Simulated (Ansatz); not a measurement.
# NiSi2 (Si2Ni-type): how the settings move a single-point run

Aim: see which settings change the result for NiSi2 (Si2Ni-type), by how much, and at what cost.

The COD entry's cell or inner coordinates are ideal or old and differ from later refinements, so a difference from it is no clean test against experiment.

Method: reference: DFT PBE, scalar-relativistic, plane waves, PAW, in Ansatz 0.2.0.

1 further run of the same task is left out (set aside as unsound or not needed). Runs told in other sessions of the task aren't counted.

## Step 1: Starting point

Symmetry: Fm-3m, No. 225, cubic system. The conventional cell has a = 5.443 Å, b = 5.443 Å, c = 5.443 Å, α = 90.00°, β = 90.00°, γ = 90.00°. Si (site symmetry -43m) has 4 Ni at 2.36 Å in its first shell of neighbours. Around Ni (site symmetry m-3m) lie 8 Si at 2.36 Å.

As a file:

```
Si Ni
1.0
     0.00000    2.72165    2.72165
     2.72165    0.00000    2.72165
     2.72165    2.72165    0.00000
Si Ni
2 1
Direct
  0.25000 0.25000 0.25000
  0.75000 0.75000 0.75000
  0.00000 0.00000 0.00000
```

## Step 2: The reference run

Input file input.yaml:

```yaml
crystal:
  lattice:
    - [0.0, 2.7216542978, 2.7216542978]
    - [2.7216542978, 0.0, 2.7216542978]
    - [2.7216542978, 2.7216542978, 0.0]
  atoms:
    - { symbol: Si, position: [0.25, 0.25, 0.25] }
    - { symbol: Si, position: [0.75, 0.75, 0.75] }
    - { symbol: Ni, position: [0.0, 0.0, 0.0], spin: 0.05 }
basis:
  ecutwfc: 420
  ecutrho_ratio: 4
kpoints:
  mp_grid: { grid: [12, 12, 12] }
hamiltonian:
  xc: pbe
scf:
  occupations: { method: gaussian, width: 0.05 }
output:
  forces: true
  stress: true
  eigenvalues: true
  populations: true
magnetization:
  spin_polarized: true
```

On the command line:

```console
ansatz run input.yaml --threads 4 --pin off --max-ram 7168MiB --backend cpu --events-out ev --progress --plain --runs-dir out
```

## Step 3: Variant: occupations.method tetrahedron_uncorrected, width left out

input.yaml: that of step 2 with these lines changed.

```diff
@@ -8,3 +8,3 @@
     - { symbol: Si, position: [0.75, 0.75, 0.75] }
-    - { symbol: Ni, position: [0.0, 0.0, 0.0], spin: 0.05 }
+    - { symbol: Ni, position: [0.0, 0.0, 0.0], spin: 0.8 }
 basis:
@@ -17,3 +17,3 @@
 scf:
-  occupations: { method: gaussian, width: 0.05 }
+  occupations: { method: tetrahedron_uncorrected }
 output:
@@ -21,4 +21,2 @@
   stress: true
-  eigenvalues: true
-  populations: true
 magnetization:
```

## Step 4: Changing settings: preconditioner ldos

input.yaml: that of step 2 with these lines changed.

```diff
@@ -8,3 +8,3 @@
     - { symbol: Si, position: [0.75, 0.75, 0.75] }
-    - { symbol: Ni, position: [0.0, 0.0, 0.0], spin: 0.05 }
+    - { symbol: Ni, position: [0.0, 0.0, 0.0], spin: 0.8 }
 basis:
@@ -18,2 +18,3 @@
   occupations: { method: gaussian, width: 0.05 }
+  mixing: { preconditioner: ldos }
 output:
@@ -21,4 +22,2 @@
   stress: true
-  eigenvalues: true
-  populations: true
 magnetization:
```

## Step 5: Variant: starting moments, spin_polarized left out

input.yaml: that of step 2 with these lines changed.

```diff
@@ -8,3 +8,3 @@
     - { symbol: Si, position: [0.75, 0.75, 0.75] }
-    - { symbol: Ni, position: [0.0, 0.0, 0.0], spin: 0.05 }
+    - { symbol: Ni, position: [0.0, 0.0, 0.0] }
 basis:
@@ -21,5 +21 @@
   stress: true
-  eigenvalues: true
-  populations: true
-magnetization:
-  spin_polarized: true
```

Before running it: what results should come out? Wanted: for each run, ending; energy change; pressure; gap; force.

The runs gave:

```csv
run,ending,energy change,pressure (GPa),gap (eV),force (eV/Å),cycles,time
reference,converged,0,0.0,0.00,0.00,12,2.3 s
"1: occupations.method tetrahedron_uncorrected, width left out",converged,+9.3 meV/atom (σ→0),-0.1,0.00,0.00,17,2.7 s
2: preconditioner ldos,converged,0.0 meV/atom,0.0,0.00,0.00,11,1.9 s
"3: starting moments, spin_polarized left out",converged,0.0 meV/atom,0.0,0.00,0.00,7,0.7 s
```

Residual by cycle in the longest SCF loop of each run; runs are numbered as in the table. The quantity is the density residual dr2, in eV.

```csv
cycle,reference,run 1,run 2,run 3
1,1.28,4.62,1.28,0.032
2,1.15,0.925,0.343,0.00409
4,0.323,0.183,0.00388,2.3e-5
5,0.0522,0.0329,0.00183,3.4e-6
7,0.00105,0.00952,2.0e-6,6.1e-8
8,5.5e-4,0.00108,3.8e-8,-
10,8.6e-8,2.5e-5,1.9e-10,-
11,4.0e-8,0.0256,8.8e-12,-
13,-,9.1e-5,-,-
14,-,2.0e-6,-,-
16,-,1.6e-9,-,-
17,-,3.2e-10,-,-
```

**Reading.** Of the variants the dearest is «occupations.method tetrahedron_uncorrected, width left out» (2.7 s), the cheapest «starting moments, spin_polarized left out» (0.7 s), on a shared host.
